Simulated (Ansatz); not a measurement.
Write the native input for Ansatz 0.2.0 that does the following.

| Property | Result |
| --- | --- |
| Task | single point |
| Functional | PBE |
| Potentials or basis | all-electron LAPW, scalar-relativistic |
| Cutoff | 411 eV (chosen from the basis error) |
| Basis error allowed | 0.001 eV/atom |
| k mesh | 10 × 10 × 6 |
| Occupations | fermi-dirac, width 0.05 eV |
| Spin | no spin polarisation |

Crystal: CuO.

```
Cu O
1.0
     3.17953    0.00000    0.00000
    -1.58977    2.75356    0.00000
     0.00000    0.00000    4.43149
Cu O
2 2
Direct
  0.00000 0.00000 0.00000
  0.00000 0.00000 0.50000
  0.33333 0.66667 0.25000
  0.66667 0.33333 0.75000
```

Measurements of this composition are mostly on another form, of space group No. 15.

These files were run (other wordings do the same):

input.yaml

```yaml
crystal:
  lattice:
    - [3.1795331, 0.0, 0.0]
    - [-1.58976655, 2.75355644, 0.0]
    - [0.0, 0.0, 4.43149073]
  atoms:
    - { symbol: Cu, position: [0.0, 0.0, 0.0] }
    - { symbol: Cu, position: [0.0, 0.0, 0.5] }
    - { symbol: O, position: [0.3333333333, 0.6666666667, 0.25] }
    - { symbol: O, position: [0.6666666667, 0.3333333333, 0.75] }
kpoints:
  mp_grid: { grid: [10, 10, 6] }
scf:
  occupations: { method: fermi_dirac, width: 0.05 }
hamiltonian:
  xc: pbe
  pseudopotentials: { kind: all_electron, lapw: { basis_error: 0.001 } }
output:
  forces: true
  stress: true
  eigenvalues: true
  populations: true
```

Potentials or basis: all-electron LAPW, scalar-relativistic.

Run with:

```sh
$ ansatz run input.yaml --threads 2 --pin off --max-ram 6144MiB --backend cpu --events-out ev --progress --plain --runs-dir out
```

Results of the run:

* Pressure: 6.2 GPa
* Band gap on the k mesh: none (metal or under the smearing width)
* Loewdin charges: Cu +1.01; O -0.89 e

Caveat: the atomic charges don't sum to the cell's charge; the run has no spin polarisation, though such a crystal can be magnetic; semilocal functionals often make such compounds metallic where correlation or magnetic order opens a gap, which also shifts bond lengths.

Wall time 57 s on 2 threads of AMD EPYC (Zen 3), on a shared host, peak memory 0.59 GiB.
